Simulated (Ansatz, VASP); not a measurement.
AgCl: VASP beside Ansatz

```
Ag Cl
1.0
     3.43397    0.00000    0.00000
     0.00000    3.43397    0.00000
     0.00000    0.00000    3.43397
Ag Cl
1 1
Cartesian
  0.0000 0.0000 0.0000
  1.7170 1.7170 1.7170
```

Alike in both runs: task single point; functional PBE; k mesh 8 × 8 × 8; occupations gaussian, width 0.02 eV; no spin polarisation.

|  | VASP | Ansatz |
| --- | --- | --- |
| version | VASP 6.6.1 | Ansatz 0.2.0 |
| potentials or method | VASP PAW PBE potentials, release 64 (Ag, Cl) | scalar-relativistic, plane waves, PAW |
| plane-wave cutoff (eV) | 520 | 420 |
| valence electrons in the cell | 18 | 26 |

VASP gave:

| Property | Result |
| --- | --- |
| gap on the k mesh at the Fermi level (eV) | 0.57 |
| least direct gap on the mesh (eV) | 2.08 |
| pressure (GPa) | -0.3 |

Which values does Ansatz return?

gap on the k mesh at the Fermi level (eV): 0.57; least direct gap on the mesh (eV): 2.07; pressure (GPa): -0.1.

The functional is the same, so the differences come from potentials, cutoffs and numerics. The two sets of potentials don't hold the same shells in valence.

A k mesh can miss the band edges. A hybrid or GW would open this gap; PBE tends to underestimate it.
